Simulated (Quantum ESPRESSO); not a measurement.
# Thickness dependence of 2H-MoTe2, part 5 of 8

What does each added layer of 2H-MoTe2 bring in screening, and what does it do to the gap?

Quantum ESPRESSO 7.5; plane-wave DFT, PBE, GBRV ultrasoft pseudopotentials.

So far. Step 7 (Electrostatic potential, 1 layer): The slope in the vacuum is 0.100 eV/Å for an applied 0.10 V/Å, as it should be. Step 8 (Bands along a path, 1 layer: no field): Along this path the valence top lies at K and the conduction bottom at K.

**10. Self-consistent run, 1 layer: spin-orbit coupling**

Spin-orbit coupling needs fully relativistic files and spinor wave functions.

Level of this step: plane-wave DFT, PBE, PseudoDojo fully relativistic norm-conserving pseudopotentials (Quantum ESPRESSO 7.5).

File n1.soc.in:

```
&control
  prefix = 'n1.soc'
  outdir = './out'
  pseudo_dir = './pseudo'
  calculation = 'scf'
  tprnfor = .true.
/
&system
  ibrav = 0
  nat = 3
  ntyp = 2
  ecutwfc = 72
  ecutrho = 288
  occupations = 'smearing'
  smearing = 'fd'
  degauss = 0.004
  noncolin = .true.
  lspinorb = .true.
  nbnd = 54
/
&electrons
  conv_thr = 1e-07
  mixing_beta = 0.4
  electron_maxstep = 120
  mixing_mode = 'local-TF'
/
ATOMIC_SPECIES
  Te  127.6000  Te.dojo-fr-pbe-0.4-standard.upf
  Mo  95.9500  Mo.dojo-fr-pbe-0.4-standard.upf
CELL_PARAMETERS angstrom
  3.52083076100000 0.00000000000000 0.00000000000000
  -1.76041538000000 3.04912888100000 0.00000000000000
  0.00000000000000 0.00000000000000 20.77410263100000
ATOMIC_POSITIONS crystal
  Te  0.333333333300 0.666666666700 0.412471503400
  Mo  0.000000000000 0.000000000000 0.500000000000
  Te  0.333333333300 0.666666666700 0.587528496600
K_POINTS automatic
  12 12 1 0 0 0
```

Command:

```bash
$ OMP_NUM_THREADS=1 mpirun -n 4 pw.x -nk 4 -in n1.soc.in > n1.soc.out
```

Log:

```text
[banner, memory and clock lines left out]
Program PWSCF v.7.5 starts
[citation notice left out]

[...]
Message from routine setup:
[...]
bravais-lattice index     =            0
     lattice parameter (alat)  =       6.6534  a.u.
     unit-cell volume          =    1505.0115 (a.u.)^3
     number of atoms/cell      =            3
     number of atomic types    =            2
     number of electrons       =        46.00
     number of Kohn-Sham states=           54
     kinetic-energy cutoff     =      72.0000  Ry
     charge density cutoff     =     288.0000  Ry
     scf convergence threshold =      1.0E-07
     mixing beta               =       0.4000
     number of iterations used =            8  local-TF  mixing
     Exchange-correlation= PBE
                           (   1   4   3   4   0   0   0)
     Non magnetic calculation with spin-orbit

[...]
PseudoPot. # 1 for Te read from file:
     ./pseudo/Te.dojo-fr-pbe-0.4-standard.upf
     Pseudo is Norm-conserving + core correction, Zval = 16.0
     Generated using ONCVPSP code by D. R. Hamann
     Using radial grid of 1324 points, 10 beta functions with:
                l(1) =   0
                l(2) =   0
                l(3) =   1
                l(4) =   1
                l(5) =   1
                l(6) =   1
                l(7) =   2
                l(8) =   2
                l(9) =   2
               l(10) =   2

     PseudoPot. # 2 for Mo read from file:
     ./pseudo/Mo.dojo-fr-pbe-0.4-standard.upf
     Pseudo is Norm-conserving + core correction, Zval = 14.0
     Generated using ONCVPSP code by D. R. Hamann
     Using radial grid of 1640 points, 10 beta functions with:
                l(1) =   0
                l(2) =   0
                l(3) =   1
                l(4) =   1
                l(5) =   1
                l(6) =   1
                l(7) =   2
                l(8) =   2
                l(9) =   2
               l(10) =   2

     atomic species   valence    mass     pseudopotential
     Te               16.00   127.60000     Te( 1.00)
     Mo               14.00    95.95000     Mo( 1.00)

     12 Sym. Ops. (no inversion) found

[...]
number of k points=    19  Fermi-Dirac smearing, width (Ry)=  0.0040
[...]
Dense  grid:   124071 G-vectors     FFT dimensions: (  36,  36, 216)

     Initial potential from superposition of free atoms

     starting charge      45.9981, renormalised to      46.0000

     negative rho (up, down):  7.843E-05 0.000E+00
     Starting wfcs are   56 randomized atomic wfcs

     per-process dynamical memory:   286.9 Mb

     Self-consistent Calculation

     iteration #  1     ecut=    72.00 Ry     beta= 0.40
     Davidson diagonalization with overlap
     ethr =  1.00E-02,  avg # of iterations =  2.2

     Threshold (ethr) on eigenvalues was too large:
     Diagonalizing with lowered threshold

     Davidson diagonalization with overlap
     ethr =  2.92E-04,  avg # of iterations =  3.1

     negative rho (up, down):  4.067E-07 0.000E+00

     total energy              =    -559.85396977 Ry
     estimated scf accuracy    <       0.16705256 Ry

     iteration #  2     ecut=    72.00 Ry     beta= 0.40
[...]
total energy              =    -559.84333436 Ry
     estimated scf accuracy    <       0.06462572 Ry

     iteration #  3     ecut=    72.00 Ry     beta= 0.40
[...]
total energy              =    -559.83991494 Ry
     estimated scf accuracy    <       0.03078358 Ry

     iteration #  4     ecut=    72.00 Ry     beta= 0.40
[...]
negative rho (up, down):  1.791E-07 0.000E+00

[...]
total energy              =    -559.84088018 Ry
     estimated scf accuracy    <       0.00830495 Ry

     iteration #  5     ecut=    72.00 Ry     beta= 0.40
[...]
total energy              =    -559.84183901 Ry
     estimated scf accuracy    <       0.00166756 Ry

     iteration #  6     ecut=    72.00 Ry     beta= 0.40
[...]
total energy              =    -559.84156277 Ry
     estimated scf accuracy    <       0.00112693 Ry

[...]
iteration # 10     ecut=    72.00 Ry     beta= 0.40
[...]
negative rho (up, down):  1.489E-04 0.000E+00

[...]
total energy              =    -559.84175058 Ry
     estimated scf accuracy    <       0.00001246 Ry

     iteration # 11     ecut=    72.00 Ry     beta= 0.40
[...]
negative rho (up, down):  4.406E-05 0.000E+00

[...]
total energy              =    -559.84175604 Ry
     estimated scf accuracy    <       0.00000419 Ry

     iteration # 12     ecut=    72.00 Ry     beta= 0.40
[...]
negative rho (up, down):  1.484E-07 0.000E+00

[...]
total energy              =    -559.84175744 Ry
     estimated scf accuracy    <       0.00000050 Ry

     iteration # 13     ecut=    72.00 Ry     beta= 0.40
[...]
End of self-consistent calculation

          k = 0.0000 0.0000 0.0000 ( 15377 PWs)   bands (ev):

   -59.6191 -59.6191 -36.3408 -36.3408 -36.3373 -36.3373 -36.2911 -36.2911
   -36.2837 -36.2837 -35.4330 -35.4330 -34.8861 -34.8861 -34.8724 -34.8724
   -34.8475 -34.8475 -34.8359 -34.8359 -34.8179 -34.8179 -34.8047 -34.8047
   -32.9623 -32.9623 -32.8574 -32.8574 -11.6070 -11.6070 -10.6829 -10.6829
    -3.9806  -3.9806  -0.9722  -0.9722  -0.5453  -0.5453  -0.4736  -0.4736
     0.0186   0.0186   0.3301   0.3301   0.5534   0.5534   3.8295   3.8295
     4.1226   4.1226   4.4955   4.4955   4.7467   4.7467

          k = 0.0000 0.0962 0.0000 ( 15465 PWs)   bands (ev):

   -59.6185 -59.6185 -36.3403 -36.3403 -36.3371 -36.3371 -36.2906 -36.2906
   -36.2840 -36.2840 -35.4374 -35.4374 -34.8861 -34.8861 -34.8729 -34.8729
   -34.8464 -34.8464 -34.8350 -34.8350 -34.8174 -34.8174 -34.8031 -34.8031
   -32.9621 -32.9621 -32.8634 -32.8634 -11.5099 -11.5099 -10.6148 -10.6148
    -3.8747  -3.8747  -1.1070  -1.1070  -0.7272  -0.7272  -0.4643  -0.4643
    -0.0280  -0.0280   0.3124   0.3124   0.5515   0.5515   3.6277   3.6277
     3.7406   3.7406   4.3388   4.3388   4.3848   4.3848

[...]
the Fermi energy is     1.6440 ev

!    total energy              =    -559.84175764 Ry
     estimated scf accuracy    <       0.00000006 Ry
     smearing contrib. (-TS)   =      -0.00000030 Ry
     internal energy E=F+TS    =    -559.84175733 Ry

     The total energy is F=E-TS. E is the sum of the following terms:
     one-electron contribution =   -2634.73203716 Ry
     hartree contribution      =    1318.17010469 Ry
     xc contribution           =    -119.14847517 Ry
     ewald contribution        =     875.86865030 Ry

     convergence has been achieved in  13 iterations

     Forces acting on atoms (cartesian axes, Ry/au):

     atom    1 type  1   force =    -0.00000000   -0.00000000   -0.00476800
     atom    2 type  2   force =     0.00000000    0.00000000    0.00000000
     atom    3 type  1   force =     0.00000000    0.00000000    0.00476800

     Total force =     0.006743     Total SCF correction =     0.001295
     SCF correction compared to forces is large: reduce conv_thr to get better values

[...]
```

Wall time 3.6 min (4 MPI ranks of Arm Neoverse V1, shared host); peak memory 1.9 GiB; 15 min of CPU time.

Numbers from this step:

* free energy: -7617.0352 eV
* Fermi energy: 1.644 eV
* valence top, on the run's zero: 1.158 eV
* conduction bottom, on the run's zero: 2.177 eV
* gap by band count: 1.019 eV

**11. Electrostatic potential, 1 layer**

File n1.soc.pot.in:

```
&inputpp
  prefix = 'n1.soc'
  outdir = './out'
  filplot = 'n1.soc.pot.dat'
  plot_num = 11
/
```

Command:

```bash
$ OMP_NUM_THREADS=1 mpirun -n 4 pp.x -in n1.soc.pot.in > n1.soc.pot.out
```

Log:

```text
[banner, memory and clock lines left out]
Program POST-PROC v.7.5 starts
[citation notice left out]

[...]
./out/n1.soc.save/

[...]
Calling punch_plot, plot_num =  11
     Writing data to file  n1.soc.pot.dat
     Message from routine chdens:
     namelist plot not found or invalid, exiting
```

It took 0.96 s on 4 MPI ranks; peak memory 0.11 GiB.

This step gave:

```
potential in the middle of the vacuum, over the valence top : 4.718 eV
```

Electrostatic potential energy of an electron; zero at the highest filled level of the SCF mesh. Potential energy, planar mean against z:

```csv
z (Å),"potential energy, planar mean (eV)"
0.0,4.72
0.5,4.72
1.0,4.72
1.5,4.72
2.0,4.72
2.5,4.72
3.0,4.72
3.5,4.72
4.0,4.72
4.5,4.72
5.0,4.71
5.5,4.70
6.0,4.67
6.5,4.51
7.0,3.88
7.5,1.39
8.0,-6.94
8.5,-15.6
9.0,-10.7
9.5,-4.25
10.0,-14.3
10.5,-24.0
11.0,-7.07
11.5,-5.96
12.0,-14.5
12.5,-12.8
13.0,-2.26
13.5,2.91
14.0,4.27
14.5,4.61
15.0,4.69
15.5,4.71
16.0,4.72
16.5,4.72
17.0,4.72
17.5,4.72
18.0,4.72
18.5,4.72
19.0,4.72
19.5,4.72
20.0,4.72
20.5,4.72
```

**12. Bands along a path, 1 layer: spin-orbit coupling**

File n1.soc.bands.in:

```
&control
  prefix = 'n1.soc.bands'
  outdir = './out'
  pseudo_dir = './pseudo'
  calculation = 'bands'
/
&system
  ibrav = 0
  nat = 3
  ntyp = 2
  ecutwfc = 72
  ecutrho = 288
  occupations = 'smearing'
  smearing = 'fd'
  degauss = 0.004
  noncolin = .true.
  lspinorb = .true.
  nbnd = 54
/
&electrons
  conv_thr = 1e-07
  mixing_beta = 0.4
  electron_maxstep = 120
  mixing_mode = 'local-TF'
/
ATOMIC_SPECIES
  Te  127.6000  Te.dojo-fr-pbe-0.4-standard.upf
  Mo  95.9500  Mo.dojo-fr-pbe-0.4-standard.upf
CELL_PARAMETERS angstrom
  3.52083076100000 0.00000000000000 0.00000000000000
  -1.76041538000000 3.04912888100000 0.00000000000000
  0.00000000000000 0.00000000000000 20.77410263100000
ATOMIC_POSITIONS crystal
  Te  0.333333333300 0.666666666700 0.412471503400
  Mo  0.000000000000 0.000000000000 0.500000000000
  Te  0.333333333300 0.666666666700 0.587528496600
K_POINTS crystal_b
4
  0.0000000000 0.0000000000 0.0000000000 12
  0.5000000000 0.0000000000 0.0000000000 12
  0.3333333333 0.3333333333 0.0000000000 12
  0.0000000000 0.0000000000 0.0000000000 1
```

Command:

```bash
$ cp -r out/n1.soc.save out/n1.soc.bands.save
$ cp out/n1.soc.xml out/n1.soc.bands.xml
$ OMP_NUM_THREADS=1 mpirun -n 4 pw.x -nk 4 -in n1.soc.bands.in > n1.soc.bands.out
```

Log:

```text
[banner, memory and clock lines left out]
Program PWSCF v.7.5 starts
[citation notice left out]

[...]
Message from routine setup:
[...]
bravais-lattice index     =            0
     lattice parameter (alat)  =       6.6534  a.u.
     unit-cell volume          =    1505.0115 (a.u.)^3
     number of atoms/cell      =            3
     number of atomic types    =            2
     number of electrons       =        46.00
     number of Kohn-Sham states=           54
     kinetic-energy cutoff     =      72.0000  Ry
     charge density cutoff     =     288.0000  Ry
     Exchange-correlation= PBE
                           (   1   4   3   4   0   0   0)
     Non magnetic calculation with spin-orbit

[...]
PseudoPot. # 1 for Te read from file:
     ./pseudo/Te.dojo-fr-pbe-0.4-standard.upf
     Pseudo is Norm-conserving + core correction, Zval = 16.0
     Generated using ONCVPSP code by D. R. Hamann
     Using radial grid of 1324 points, 10 beta functions with:
                l(1) =   0
                l(2) =   0
                l(3) =   1
                l(4) =   1
                l(5) =   1
                l(6) =   1
                l(7) =   2
                l(8) =   2
                l(9) =   2
               l(10) =   2

     PseudoPot. # 2 for Mo read from file:
     ./pseudo/Mo.dojo-fr-pbe-0.4-standard.upf
     Pseudo is Norm-conserving + core correction, Zval = 14.0
     Generated using ONCVPSP code by D. R. Hamann
     Using radial grid of 1640 points, 10 beta functions with:
                l(1) =   0
                l(2) =   0
                l(3) =   1
                l(4) =   1
                l(5) =   1
                l(6) =   1
                l(7) =   2
                l(8) =   2
                l(9) =   2
               l(10) =   2

     atomic species   valence    mass     pseudopotential
     Te               16.00   127.60000     Te( 1.00)
     Mo               14.00    95.95000     Mo( 1.00)

     12 Sym. Ops. (no inversion) found

[...]
number of k points=    37  Fermi-Dirac smearing, width (Ry)=  0.0040
[...]
Dense  grid:   124071 G-vectors     FFT dimensions: (  36,  36, 216)

     The potential is recalculated from file :
     ./out/n1.soc.bands.save/charge-density

     Starting wfcs are   56 randomized atomic wfcs

     Band Structure Calculation
     Davidson diagonalization with overlap

     ethr =  2.17E-10,  avg # of iterations = 24.1

     End of band structure calculation

          k = 0.0000 0.0000 0.0000 ( 15377 PWs)   bands (ev):

   -59.6244 -59.6244 -36.3411 -36.3411 -36.3376 -36.3376 -36.2914 -36.2914
   -36.2840 -36.2840 -35.4379 -35.4379 -34.8865 -34.8865 -34.8729 -34.8729
   -34.8479 -34.8479 -34.8362 -34.8362 -34.8182 -34.8182 -34.8050 -34.8050
   -32.9675 -32.9675 -32.8625 -32.8625 -11.6088 -11.6088 -10.6844 -10.6844
    -3.9828  -3.9828  -0.9740  -0.9740  -0.5491  -0.5491  -0.4766  -0.4766
     0.0151   0.0151   0.3264   0.3264   0.5502   0.5502   3.8273   3.8273
     4.1204   4.1204   4.4935   4.4935   4.7447   4.7447

          k = 0.0417 0.0241 0.0000 ( 15415 PWs)   bands (ev):

   -59.6243 -59.6243 -36.3410 -36.3410 -36.3376 -36.3376 -36.2913 -36.2913
   -36.2841 -36.2841 -35.4390 -35.4390 -34.8865 -34.8865 -34.8730 -34.8730
   -34.8475 -34.8475 -34.8360 -34.8360 -34.8181 -34.8181 -34.8047 -34.8047
   -32.9674 -32.9674 -32.8640 -32.8640 -11.5844 -11.5844 -10.6672 -10.6672
    -3.9559  -3.9559  -1.0076  -1.0076  -0.5800  -0.5800  -0.4943  -0.4943
     0.0112   0.0112   0.3205   0.3205   0.5502   0.5502   3.7850   3.7850
     4.0209   4.0209   4.4383   4.4383   4.6112   4.6112

[...]
```

The job ended after 2.9 min (4 MPI ranks; peak memory 1 GiB).

Numbers from this step:

| Property | Result |
| --- | --- |
| valence top, on the run's zero | 1.154 eV |
| conduction bottom, on the run's zero | 2.173 eV |

Band numbers count within the set of bands kept for display. The electronic bands at the labelled points (eV, zero at the highest filled level of the SCF mesh; v1 is the highest filled band, c1 the lowest empty one):

```csv
point,v4,v3,v2,v1,c1,c2,c3,c4
Γ,-0.83,-0.83,-0.61,-0.61,2.67,2.67,2.96,2.96
halfway,-1.03,-1.03,-0.90,-0.90,1.35,1.35,2.01,2.01
M,-0.88,-0.88,-0.34,-0.34,1.34,1.34,1.65,1.65
halfway,-1.74,-1.74,-0.39,-0.20,1.31,1.31,1.86,1.97
K,-1.91,-1.88,-0.22,0.00,1.01,1.05,1.67,1.74
halfway,-1.19,-0.84,-0.67,-0.59,1.12,1.20,1.68,1.77
Γ,-0.83,-0.83,-0.61,-0.61,2.67,2.67,2.96,2.96
```

Along this path the valence top lies at K and the conduction bottom at K.

(Part 5 of 8 ends here.)

[Logs are printed without paths, hosts, clocks, repeated set-up lines and the standing remarks that a program may print on its own settings, such as how far it seeks lower states.]

[Hosts, paths, dates, database ids (printed as entryN), source tags and the programs' standing remarks are cut or masked in the printed files.]

[Maps of the electrostatic potential energy from Ansatz leave out the sawtooth potential of an applied field or a dipole correction, so their vacuum need not be flat; planar profiles and work functions include it.]
